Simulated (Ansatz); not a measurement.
**CaSe (CsCl type): gap against strain (uniaxial along [111], other directions held)**

CaSe in the CsCl-type structure, relaxed with r2SCAN in the plane-wave code Ansatz, then strained (uniaxial along [111], other directions held; changes of length per length, axes as in the cell below) with the atoms relaxed again within the symmetry that is left. Space group Pm-3m (No. 221), cubic; conventional cell a = 3.635 Å, 24.01 Å³ an atom. Ca is surrounded by 8 Se at 3.15 Å; Se is surrounded by 8 Ca at 3.15 Å. Spin-unpolarised throughout. Whether this structure exists isn't addressed.

```xyz
2
Lattice="3.6348 0.0000 0.0000 0.0000 3.6348 0.0000 0.0000 0.0000 3.6348" Properties=species:S:1:pos:R:3 pbc="T T T"
Ca    0.0000    0.0000    0.0000
Se    1.8174    1.8174    1.8174
```

Gaps are the least over each mesh (PBE 8×8×8, r2SCAN 8×8×8, HSE06 6×6×6 when unstrained) and the special points, which keep their unstrained names; stress is the change from the unstrained cell, compression positive.

| strain (%) | gap, PBE (eV) | gap, r2SCAN (eV) | gap, HSE06 (eV) | edges, HSE06 | stress along the strain, r2SCAN (GPa) | energy rise, r2SCAN (meV/atom) |
| --- | --- | --- | --- | --- | --- | --- |
| -2.47 | 0.737 | 1.203 | 1.509 | M | +1.57 | 2.5 |
| -0.34 | 0.766 | 1.231 | 1.536 | M | +0.18 | 0.0 |
| 0.0 | 0.771 | 1.236 | 1.540 | M | 0.00 | 0.0 |
| +2.93 | 0.820 | 1.285 | 1.588 | M | -1.23 | 3.1 |
| +4.47 | 0.850 | 1.314 | 1.617 | M | -1.68 | 6.6 |

Between zero and the nearest strains the slope of the HSE06 gap against strain is +0.014 eV per percent for negative and +0.016 for positive strain.

Spin-orbit coupling is left out.

The meshes of the hybrids are coarse, so their gaps aren't converged to the digits shown.
